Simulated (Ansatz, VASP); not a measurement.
# BaZrO3: VASP beside Ansatz

The input INCAR:

```
SYSTEM = BaZrO3
PREC     = Accurate       ! precision mode
ENCUT    = 520            ! plane-wave cutoff, eV
EDIFF    = 1E-6           ! SCF threshold, eV
ISMEAR   = 0              ! smearing method
SIGMA    = 0.02           ! smearing width, eV
LREAL    = .False.        ! projectors in reciprocal space
LASPH    = .True.         ! aspherical terms in the spheres
NELM     = 100            ! most SCF steps
ALGO     = Normal         ! electronic algorithm
ISIF     = 2              ! what is computed and relaxed
LWAVE    = .False.        ! write WAVECAR
LCHARG   = .False.        ! write CHGCAR
GGA      = PE             ! functional
NBANDS   = 28             ! bands
```

File KPOINTS:

```
Automatic mesh
0
Gamma
  6 6 6
  0 0 0
```

The input POSCAR:

```
BaZrO3
1.0
    4.0740339231      0.0000000000      0.0000000000
    0.0000000000      4.0740339231      0.0000000000
    0.0000000000      0.0000000000      4.3219953663
Ba O Zr
1 3 1
Direct
    0.0000000000      0.0000000000      0.0000000000
    0.5000000000      0.5000000000      0.0000000000
    0.0000000000      0.5000000000      0.5000000000
    0.5000000000      0.0000000000      0.5000000000
    0.5000000000      0.5000000000      0.5000000000
```

Input for Ansatz:

```yaml
crystal:
  lattice:
    - [4.0740339231, 0.0, 0.0]
    - [0.0, 4.0740339231, 0.0]
    - [0.0, 0.0, 4.3219953663]
  atoms:
    - { symbol: Ba, position: [0.0, 0.0, 0.0] }
    - { symbol: O, position: [0.5, 0.5, 0.0] }
    - { symbol: Zr, position: [0.5, 0.5, 0.5] }
    - { symbol: O, position: [0.0, 0.5, 0.5] }
    - { symbol: O, position: [0.5, 0.0, 0.5] }
basis:
  ecutwfc: 420
kpoints:
  mp_grid: { grid: [6, 6, 6] }
  band_path:
    path:
      - [[0.0, 0.0, 0.0], [0.0, 0.5, 0.0], [0.5, 0.5, 0.0], [0.0, 0.0, 0.0], [0.0, 0.0, 0.5], [0.0, 0.5, 0.5], [0.5, 0.5, 0.5], [0.0, 0.0, 0.5]]
      - [[0.0, 0.5, 0.0], [0.0, 0.5, 0.5]]
      - [[0.5, 0.5, 0.0], [0.5, 0.5, 0.5]]
    npoints: 10
hamiltonian:
  xc: pbe
  pseudopotentials: { kind: paw, azcp: { folder: soft_1 } }
scf:
  occupations: { method: gaussian, width: 0.02 }
  n_extra_bands: 8
output:
  forces: true
  stress: true
  eigenvalues: true
```

Alike in both runs: task single point; functional PBE; k mesh 6 × 6 × 6; occupations gaussian, width 0.02 eV; no spin polarisation.

|  | VASP | Ansatz |
| --- | --- | --- |
| version | VASP 6.6.1 | Ansatz 0.2.0 |
| potentials or method | VASP PAW PBE potentials, release 64 (Ba_sv, O, Zr_sv) | scalar-relativistic, plane waves, PAW |
| plane-wave cutoff (eV) | 520 | 420 |
| valence electrons in the cell | 40 | 40 |

|  | VASP | Ansatz | Ansatz less VASP |
| --- | --- | --- | --- |
| gap on the k mesh at the Fermi level (eV) | 3.10 | 3.16 | +0.056 |
| least direct gap on the mesh (eV) | 3.30 | 3.33 | +0.029 |
| pressure (GPa) | 10.8 | 9.6 | -1.20 |
| largest component of the traceless stress (GPa) | 9.90 | 9.67 | -0.231 |

The functional is the same, so the differences come from potentials, cutoffs and numerics.

Caveats: spin-orbit coupling is left out, which moves the levels of the heavy elements. A k mesh can miss the band edges.
